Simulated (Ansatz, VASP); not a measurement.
Two plane-wave programs on Ca

File INCAR:

```
SYSTEM = Ca
ALGO = Normal
EDIFF = 1E-6
ENCUT = 520
GGA = PS
ISIF = 2
ISMEAR = 0
LASPH = .TRUE.
LCHARG = .TRUE.
LELF = .TRUE.
LREAL = .FALSE.
LVHAR = .TRUE.
LWAVE = .FALSE.
NBANDS = 11
NELM = 100
PREC = Accurate
SIGMA = 0.1
```

The input KPOINTS:

```
k-points
0
G
  6 6 6
  0 0 0
```

The input POSCAR:

```
Ca
1.0
   -2.0964874600      2.1017318100      2.4453524600
    2.0964874600     -2.1017318100      2.4453524600
    2.0964874600      2.1017318100     -2.4453524600
Ca
1
Direct
    0.5000000000      0.5000000000      0.0000000000
```

Input for Ansatz:

```yaml
crystal:
  lattice:
    - [-2.09648746, 2.10173181, 2.44535246]
    - [2.09648746, -2.10173181, 2.44535246]
    - [2.09648746, 2.10173181, -2.44535246]
  atoms:
    - { symbol: Ca, position: [0.5, 0.5, 0.0] }
basis:
  ecutwfc: 420
kpoints:
  mp_grid: { grid: [6, 6, 6] }
hamiltonian:
  xc: pbesol
scf:
  occupations: { method: gaussian, width: 0.1 }
output:
  forces: true
  stress: true
  eigenvalues: true
```

This isn't the form of Ca at room conditions, which is fcc.

Alike in both runs: task single point; functional PBEsol; k mesh 6 × 6 × 6; occupations gaussian, width 0.1 eV; no spin polarisation.

```csv
,VASP,Ansatz
version,VASP 6.6.1,Ansatz 0.2.0
potentials or method,"VASP PAW PBE potentials, release 64 (Ca_sv)","scalar-relativistic, plane waves, PAW"
plane-wave cutoff (eV),520,420
valence electrons in the cell,10,10
```

```tsv
	VASP	Ansatz	Ansatz less VASP
gap on the k mesh at the Fermi level (eV)	none	none	-
pressure (GPa)	-1.0	-1.0	-0.01
```

A gap of «none» marks a metal or a gap that the smearing closes. The functional is the same, so the differences come from potentials, cutoffs and numerics.

Caveats: the PAW data sets were made with another functional, which shifts forces and pressure a little (VASP).
